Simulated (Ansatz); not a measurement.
# Black phosphorene monolayer in a perpendicular field, part 2 of 2

What dipole does a perpendicular field induce in the black phosphorene monolayer, and does the gap follow? A positive field points along +c.

Ansatz 0.2.0; plane-wave DFT, PBE-D3(BJ), Ansatz PAW.

So far, gap along the path (eV): step 3 (single point, field 0) 0.730; step 5 (field -0.03 V/Å) 0.730; step 6 (field 0.15 V/Å) 0.729; step 7 (field 0.25 V/Å) 0.728; step 8 (field -0.25 V/Å) 0.728.

**11. Field on, atoms free, field -0.1 V/Å**

The opposite sign, again from the field-free geometry; the difference of the two cancels what relaxes without a field.

File input.yaml:

```yaml
crystal:
  lattice:
    - [4.4417325633, 0.0, 0.0]
    - [0.0, 3.2954911764, 0.0]
    - [0.0, 0.0, 20.1229071008]
  atoms:
    - { symbol: P, position: [0.0825802332, 0.0, 0.4472515757] }
    - { symbol: P, position: [0.4174165276, 0.5, 0.4472514809] }
    - { symbol: P, position: [0.9174197668, 0.0, 0.5527484243] }
    - { symbol: P, position: [0.5825834724, 0.5, 0.5527485191] }
kpoints:
  mp_grid: { grid: [8, 10, 1] }
hamiltonian:
  xc: pbe
  dispersion: d3bj
scf:
  occupations: { method: fermi_dirac, width: 0.05 }
  convergence: { dr2_threshold: 1.0e-10 }
efield:
  axis: 3
  dipole_correction: true
  ramp_position: 0.97
  ramp_width: 0.06
  amplitude: -0.1
relax:
  f_tol: 0.001
  max_steps: 60
output:
  write_potential: true
  write_density: true
  volumetric_format: npy
```

On the command line:

```bash
$ ansatz run input.yaml --threads 2 --pin off --max-ram 3072MiB --backend cpu --events-out ev --progress --plain --runs-dir out
```

It took 26 s on 2 threads of AMD EPYC 7R43, shared host; peak memory 0.47 GiB.

Hardly anything moved in the relaxation; the energy changed by under 0.2 meV an atom.

Numbers from this step:

```yaml
dipole_along_the_normal: -0.03711 e·Å
```

The relaxation took 2 steps and lowered the energy by 1.8e-7 eV; the largest force on the free atoms ends at 4.2e-4 eV/Å.

The dipole is -0.0371 e·Å, and the gap on the mesh 0.731 eV.

**12. Response, atoms relaxed**

This step: plane-wave DFT, PBE-D3(BJ), Ansatz PAW; response to a field along the normal, atoms relaxed (Ansatz 0.2.0).

The same analysis on the two relaxed runs holds the ionic part too; their mesh is coarser, so small differences from the held value can come from that.

Numbers from this step:

| Item | Value |
| --- | --- |
| equivalent conductor thickness p/(ε₀AE) | 4.588 Å |

The dipole of the cell by applied field:

```csv
applied field (V/Å),dipole of the cell (e·Å)
-0.1000,-0.0371
0.1000,0.0371
```

Local field over the applied field, running mean. From the potentials at -0.1 and 0.1 V/Å; running mean over 2.5 Å. The local field over applied field by z:

| z (Å) | local field over applied field |
| --- | --- |
| 4.02 | 1.000 |
| 4.47 | 0.999 |
| 4.92 | 0.996 |
| 5.22 | 0.992 |
| 5.66 | 0.980 |
| 6.11 | 0.949 |
| 6.56 | 0.882 |
| 7.01 | 0.761 |
| 7.30 | 0.655 |
| 7.75 | 0.490 |
| 8.20 | 0.340 |
| 8.65 | 0.203 |
| 9.09 | 0.0978 |
| 9.39 | 0.0631 |
| 9.84 | 0.0574 |
| 10.29 | 0.0574 |
| 10.73 | 0.0631 |
| 11.03 | 0.0978 |
| 11.48 | 0.203 |
| 11.92 | 0.340 |
| 12.37 | 0.490 |
| 12.82 | 0.655 |
| 13.12 | 0.761 |
| 13.56 | 0.882 |
| 14.01 | 0.949 |
| 14.46 | 0.980 |
| 14.91 | 0.992 |
| 15.20 | 0.996 |
| 15.65 | 0.999 |
| 16.10 | 1.000 |

Electrons, planar mean, per unit field. Induced electron density against z:

| z (Å) | induced electron density (e/Å³ per V/Å) |
| --- | --- |
| 4.02 | 2.0e-6 |
| 4.47 | 5.7e-6 |
| 4.92 | 1.6e-5 |
| 5.22 | 3.3e-5 |
| 5.66 | 9.1e-5 |
| 6.11 | 2.4e-4 |
| 6.56 | 6.0e-4 |
| 7.01 | 0.00139 |
| 7.30 | 0.00229 |
| 7.75 | 0.00386 |
| 8.20 | 0.00361 |
| 8.65 | 2.7e-4 |
| 9.09 | -7.3e-4 |
| 9.39 | 4.9e-4 |
| 9.84 | 6.9e-4 |
| 10.29 | -6.9e-4 |
| 10.73 | -4.9e-4 |
| 11.03 | 7.3e-4 |
| 11.48 | -2.7e-4 |
| 11.92 | -0.00361 |
| 12.37 | -0.00386 |
| 12.82 | -0.00229 |
| 13.12 | -0.00139 |
| 13.56 | -6.0e-4 |
| 14.01 | -2.4e-4 |
| 14.46 | -9.1e-5 |
| 14.91 | -3.3e-5 |
| 15.20 | -1.6e-5 |
| 15.65 | -5.7e-6 |
| 16.10 | -2.0e-6 |

The induced dipole is that of a conductor 4.59 Å thick.

**13. A changed input: efield.amplitude = 0.05 and efield.ramp_width = 0.15**

This step: plane-wave DFT, PBE-D3(BJ), Ansatz PAW (Ansatz 0.2.0).

A run with a changed input: it repeats the earlier run at 0.03 V/Å with efield.amplitude from 0.03 to 0.05 and efield.ramp_width from 0.06 to 0.15.

input.yaml, as its differences from that of step 11:

```diff
@@ -11,3 +11,12 @@
 kpoints:
-  mp_grid: { grid: [8, 10, 1] }
+  mp_grid: { grid: [10, 14, 1] }
+  band_path:
+    path:
+      - [0, 0, 0]
+      - [0.5, 0, 0]
+      - [0.5, 0.5, 0]
+      - [0, 0, 0]
+      - [0, 0.5, 0]
+      - [0.5, 0.5, 0]
+    npoints: 16
 hamiltonian:
@@ -22,7 +31,4 @@
   ramp_position: 0.97
-  ramp_width: 0.06
-  amplitude: -0.1
-relax:
-  f_tol: 0.001
-  max_steps: 60
+  ramp_width: 0.15
+  amplitude: 0.05
 output:
```

Run time: 26 s. Hardware: 2 threads; peak memory 0.59 GiB.

Numbers from this step:

```yaml
dipole_along_the_normal: 0.01856 e·Å
gap_along_the_path: 0.7299 eV
smallest_direct_gap_along_the_path: 0.7314 eV
gap_the_smaller_of_path_and_mesh: 0.7299 eV
```

The electronic bands at the labelled points (eV, zero at the Fermi level of the run, which the smearing sets inside the gap):

```
  point  band 7  band 8  band 9  band 10  band 11  band 12  band 13  band 14
      Γ   -3.85   -2.25   -2.16    -0.38     0.35     1.17     2.32     3.06
halfway   -3.60   -2.36   -1.85    -0.97     1.37     1.68     1.73     2.78
      X   -2.96   -2.96   -1.43    -1.43     1.70     1.70     3.08     3.09
halfway   -3.30   -3.29   -1.88    -1.87     2.47     2.47     3.25     3.25
      S   -5.24   -5.24   -1.68    -1.68     2.01     2.01     3.86     3.86
halfway   -3.89   -3.00   -2.04    -1.61     1.79     1.91     2.06     4.19
      Γ   -3.85   -2.25   -2.16    -0.38     0.35     1.17     2.32     3.06
halfway   -4.43   -3.36   -2.08    -0.85     0.86     1.05     2.88     3.22
      Y   -3.12   -3.12   -2.41    -2.41     0.90     0.90     1.56     1.56
halfway   -4.16   -4.16   -1.80    -1.80     1.39     1.39     2.67     2.67
      S   -5.24   -5.24   -1.68    -1.68     2.01     2.01     3.86     3.86
```

```
                               quantity  this run  earlier run  difference
          dipole along the normal (e·Å)   0.01856      0.01113      0.0074
                gap along the path (eV)    0.7299       0.7300     -6.3e-5
smallest direct gap along the path (eV)    0.7314       0.7315     -6.2e-5
```

The applied field differs, and the slope found earlier predicts a dipole of 0.0186 e·Å; this run gives 0.0186 e·Å, in line with it.

**14. Varying the input**

Another changed input: it repeats the earlier run at 0.03 V/Å with kpoints.mp_grid.grid from [10, 14, 1] to [15, 21, 1], scf.eigensolver.kind to davidson and basis.precision to f64.

input.yaml, as its differences from that of step 13:

```diff
@@ -11,3 +11,3 @@
 kpoints:
-  mp_grid: { grid: [10, 14, 1] }
+  mp_grid: { grid: [15, 21, 1] }
   band_path:
@@ -27,2 +27,3 @@
   convergence: { dr2_threshold: 1.0e-10 }
+  eigensolver: { kind: davidson }
 efield:
@@ -31,4 +32,4 @@
   ramp_position: 0.97
-  ramp_width: 0.15
-  amplitude: 0.05
+  ramp_width: 0.06
+  amplitude: 0.03
 output:
@@ -37 +38,3 @@
   volumetric_format: npy
+basis:
+  precision: f64
```

It took 92 s on 2 threads; peak memory 0.6 GiB; 3 min of CPU time.

This step gave:

```yaml
dipole_along_the_normal: 0.01113 e·Å
gap_along_the_path: 0.7301 eV
smallest_direct_gap_along_the_path: 0.7316 eV
gap_the_smaller_of_path_and_mesh: 0.7301 eV
```

The electronic bands at the labelled points (eV, zero at the Fermi level of the run, which the smearing sets inside the gap):

```csv
point,band 7,band 8,band 9,band 10,band 11,band 12,band 13,band 14
Γ,-3.85,-2.25,-2.16,-0.38,0.35,1.17,2.32,3.06
halfway,-3.60,-2.36,-1.85,-0.97,1.37,1.68,1.73,2.78
X,-2.96,-2.96,-1.43,-1.43,1.70,1.70,3.08,3.09
halfway,-3.30,-3.29,-1.87,-1.87,2.47,2.47,3.25,3.25
S,-5.24,-5.24,-1.68,-1.68,2.01,2.01,3.86,3.86
halfway,-3.89,-3.00,-2.04,-1.61,1.79,1.91,2.06,4.19
Γ,-3.85,-2.25,-2.16,-0.38,0.35,1.17,2.32,3.06
halfway,-4.43,-3.36,-2.08,-0.85,0.86,1.05,2.88,3.22
Y,-3.12,-3.12,-2.41,-2.41,0.90,0.90,1.56,1.56
halfway,-4.16,-4.16,-1.80,-1.80,1.39,1.39,2.67,2.67
S,-5.24,-5.24,-1.68,-1.68,2.01,2.01,3.86,3.86
```

```csv
quantity,this run,earlier run,difference
dipole along the normal (e·Å),0.01113,0.01113,-1.5e-6
gap along the path (eV),0.7301,0.7300,1.2e-4
smallest direct gap along the path (eV),0.7316,0.7315,1.2e-4
```

Nothing in the table moves by 0.01 in its unit (for the dipole 0.5 % and 5e-5 e·Å). The run took 11 SCF cycles against 10.

The path shows a nearly direct (within 0.01 eV) gap of 0.73 eV (valence top between Γ and Y, conduction bottom at Γ).

**15. Summary of results**

```json
{
 "gap without field": "0.730 eV",
 "ionisation energy, upper face": "4.92 eV",
 "electron affinity, upper face": "4.19 eV",
 "equivalent conductor thickness, atoms held": "4.59 Å",
 "equivalent conductor thickness, atoms relaxed": "4.59 Å"
}
```

The induced dipole equals that of a perfect conductor 4.59 Å thick, while the outer atoms lie 2.12 Å apart; an out-of-plane ε follows only once a thickness t is chosen, by 1 − 1/ε = 4.59 Å / t. The gap stays within 0.01 eV of 0.73 eV over the fields run, up to 0.25 V/Å in size. Semilocal functionals give gaps that are too small, and excitons are not included.

[Logs are printed without paths, hosts, clocks, repeated set-up lines and the standing remarks that a program may print on its own settings, such as how far it seeks lower states.]

[Hosts, paths, dates, database ids (printed as entryN), source tags and the programs' standing remarks are cut or masked in the printed files.]

[Maps of the electrostatic potential energy from Ansatz leave out the sawtooth potential of an applied field or a dipole correction, so their vacuum need not be flat; planar profiles and work functions include it.]
